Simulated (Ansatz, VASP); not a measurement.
**CdTe: VASP beside Ansatz**

Contents of INCAR:

```
  ALGO = Normal
  EDIFF = 1E-6
  ENCUT = 520
  GGA = PE
  ISIF = 2
  ISMEAR = -1
  LASPH = T
  LCHARG = F
  LREAL = F
  LWAVE = F
  NBANDS = 16
  NELM = 80
  PREC = Accurate
  SIGMA = 0.05
```

File KPOINTS:

```
k-points
0
Gamma
  11 11 11
```

The input POSCAR:

```
CdTe
1.0
    0.0000000000      3.0619247565      3.0619247565
    3.0619247565      0.0000000000      3.0619247565
    3.0619247565      3.0619247565      0.0000000000
Cd Te
1 1
Direct
    0.0000000000      0.0000000000      0.0000000000
    0.5000000000      0.5000000000      0.5000000000
```

Input for Ansatz:

```yaml
crystal:
  lattice:
    - [0.0, 3.0619247565, 3.0619247565]
    - [3.0619247565, 0.0, 3.0619247565]
    - [3.0619247565, 3.0619247565, 0.0]
  atoms:
    - { symbol: Cd, position: [0.0, 0.0, 0.0] }
    - { symbol: Te, position: [0.5, 0.5, 0.5] }
kpoints:
  mp_grid: { grid: [11, 11, 11] }
  band_path:
    path:
      - [0.0, 0.0, 0.0]
      - [0.5, 0.0, 0.5]
      - [0.625, 0.25, 0.625]
      - [0.375, 0.375, 0.75]
      - [0.0, 0.0, 0.0]
      - [0.5, 0.5, 0.5]
      - [0.5, 0.25, 0.75]
      - [0.5, 0.0, 0.5]
    npoints: 14
scf:
  occupations: { method: fermi_dirac, width: 0.05 }
hamiltonian:
  xc: pbe
  pseudopotentials: { kind: all_electron, lapw: { basis_error: 0.001 } }
output:
  forces: true
  stress: true
  eigenvalues: true
  populations: true
  dos: { projected: true, de: 0.2, e_range: [-14, 8] }
```

Measurements of this composition are mostly on another form, of space group No. 216.

Alike in both runs: task single point; functional PBE; k mesh 11 × 11 × 11; occupations fermi-dirac, width 0.05 eV; no spin polarisation.

```csv
,VASP,Ansatz
version,VASP 6.6.1,Ansatz 0.2.0
potentials or method,"VASP PAW PBE potentials, release 64 (Cd, Te)","all-electron LAPW, scalar-relativistic"
plane-wave cutoff (eV),520,see its input
```

|  | VASP | Ansatz | Ansatz less VASP |
| --- | --- | --- | --- |
| pressure (GPa) | 0.2 | 0.0 | -0.16 |

Ansatz ran all-electron here, so the differences hold the error of VASP's frozen core and of both bases.

Spin-orbit coupling is left out, which matters for the levels of Te.
